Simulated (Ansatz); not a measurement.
**Field gradients at the nuclei in H8N2O**

The cell is a computed structure from the Materials Project (it need not be an observed phase).

Space group Pnma (No. 62); a = 8.8243, b = 4.4435, c = 8.7588 Å.

```
site  Wyckoff  site symmetry       x       y       z
  H1       4c            .m.  0.8535  0.2500  0.3003
  H2       8d              1  0.8310  0.5503  0.4984
  H3       8d              1  0.5875  0.5654  0.3696
  H4       4c            .m.  0.5685  0.2500  0.5844
  H7       4c            .m.  0.6818  0.2500  0.1711
  H8       4c            .m.  0.0195  0.2500  0.4262
 N33       4c            .m.  0.6364  0.2500  0.0622
 N37       4c            .m.  0.4780  0.2500  0.6576
   O       4c            .m.  0.7931  0.2500  0.3939
```

One atom of each set is listed.

Level of theory: DFT, r2SCAN, plane waves and PAW, scalar-relativistic, 500 eV cutoff, Γ-centred 3×5×3 k-points, Fermi–Dirac smearing 0.02 eV (Ansatz 0.2.0).

C_Q = eQV_zz/h, which is 24.18 MHz for Q = 1 b and V_zz = 10²¹ V/m²; η = (V_xx − V_yy)/V_zz.

H-2: I = 1, Q = 2.858 mb; 14N: I = 1, Q = 20.44 mb; 17O: I = 5/2, Q = -25.58 mb. Nuclear quadrupole moments: year-2017 set (Pyykkö).

(1) What field gradients does the calculation give at each kind of site?

Answers

(1) 

```
site  atoms                             first shell  V_xx, V_yy, V_zz (10²¹ V/m²)     η  C_Q (MHz)
  H1      4                           1 O at 0.98 Å            -1.96, -2.22, 4.18  0.06      0.289
  H2      8       1 N at 1.09 Å; also 1 O at 1.65 Å            -0.64, -0.75, 1.39  0.08      0.096
  H3      8       1 N at 1.03 Å; also 1 O at 2.30 Å            -1.41, -1.80, 3.20  0.12      0.221
  H4      4                           1 N at 1.02 Å            -1.52, -1.98, 3.50  0.13      0.242
  H7      4       1 N at 1.04 Å; also 1 O at 2.18 Å            -1.39, -1.52, 2.90  0.04      0.201
  H8      4       1 N at 1.04 Å; also 1 O at 2.02 Å            -1.35, -1.44, 2.78  0.03      0.192
 N33      4                      4 H at 1.04–1.09 Å            0.045, 1.84, -1.89  0.95     -0.933
 N37      4                      3 H at 1.02–1.03 Å             3.80, 4.24, -8.04  0.06      -3.97
   O      4  1 H at 0.98 Å; also 3 H at 1.65–2.02 Å           -6.66, -7.70, 14.35  0.07      -8.88
```

At H2, H3, H4, H7 and H8 V_zz points along its bond to N (within 4°) in each case. At H1 V_zz points along its bond to O (within 1°). At N37 V_zz stands upright on the plane through its three neighbours (within 2°).

The largest force is 0.7 eV/Å, so the atoms aren't at the calculated equilibrium and relaxing them would move these values. The lattice is static: at room temperature ammonium and NH₃ may turn and average the couplings of their hydrogen. Where η is near 1 the sign of V_zz means little.

The run took 56 s of wall time (56 s of CPU time) and 1.4 GiB at its peak, on 1 thread of Intel Xeon Platinum 8375C CPU @ 2.90GHz (Ice Lake) (x86_64; 44 cores open to the job, memory cap 2.5 GiB, no GPU), a shared host with a load of 0.4 a core.
